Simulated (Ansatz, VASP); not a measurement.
# BN in VASP and in Ansatz

```
B N
1.0
     0.00000    1.91763    1.71923
     1.71923    0.00000    1.71923
     1.71923    1.91763    0.00000
B N
1 1
Cartesian
  0.0000 0.0000 0.0000
  2.5788 2.8764 2.5788
```

Alike in both runs: task single point; functional PBE; k mesh 12 × 12 × 12; occupations gaussian, width 0.05 eV; no spin polarisation.

```csv
,VASP,Ansatz
version,VASP 6.6.1,Ansatz 0.2.0
potentials or method,"VASP PAW PBE potentials, release 64 (B, N)","scalar-relativistic, plane waves, PAW"
plane-wave cutoff (eV),520,520
valence electrons in the cell,8,8
```

|  | VASP | Ansatz | Ansatz less VASP |
| --- | --- | --- | --- |
| gap on the k mesh at the Fermi level (eV) | 3.47 | 3.49 | +0.013 |
| least direct gap on the mesh (eV) | 8.27 | 8.28 | +0.006 |
| pressure (GPa) | 20.2 | 19.9 | -0.32 |
| largest component of the traceless stress (GPa) | 53.86 | 53.84 | -0.014 |

With one functional, cell and mesh, what is left measures potentials, basis and numerics.

Caveats: so large a pressure means that the cell lies far from this level's equilibrium, or that cutoff or potentials fall short (VASP). A k mesh can miss the band edges.
